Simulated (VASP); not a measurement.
GaN, 2 atoms in the cell. It takes space group F-43m (No. 216, cubic). The conventional cell has a = 4.548 Å, b = 4.548 Å, c = 4.548 Å, α = 90.00°, β = 90.00°, γ = 90.00°. Around Ga (site symmetry -43m) lie 4 N at 1.97 Å. Around N (site symmetry -43m) lie 4 Ga at 1.97 Å. The cell is a database's computed one.

```yaml
Program: VASP 6.6.1
Task: relaxation of cell and atoms
Functional: PBE
Potentials_or_basis: VASP PAW PBE potentials, release 64 (Ga_h, N_h)
Cutoff: 900 eV
k_mesh: 12 × 12 × 12
Occupations: gaussian, width 0.02 eV
Spin: no spin polarisation
Further_INCAR_settings: ALGO = Normal; EDIFF = 1e-07; IBRION = 2; EDIFFG = -0.002; NSW = 80; ISIF = 3
```

Potentials or basis: VASP PAW PBE potentials, release 64 (Ga_h, N_h).

The run is started by

```sh
$ cat potpaw_PBE.64/Ga_h/POTCAR potpaw_PBE.64/N_h/POTCAR > POTCAR
$ mpirun -np 1 vasp_std > vasp.out
```

Hardware: 1 thread of AMD EPYC 7R13 Processor (Zen 3), with other jobs on the host.

Problem. Estimate the wall time of this run.

Solution. Wall time 82 s on 1 thread of AMD EPYC 7R13 Processor (Zen 3) (shared host), peak memory 0.19 GiB. Counts: scf iterations 24, k points 72, ion steps 3.
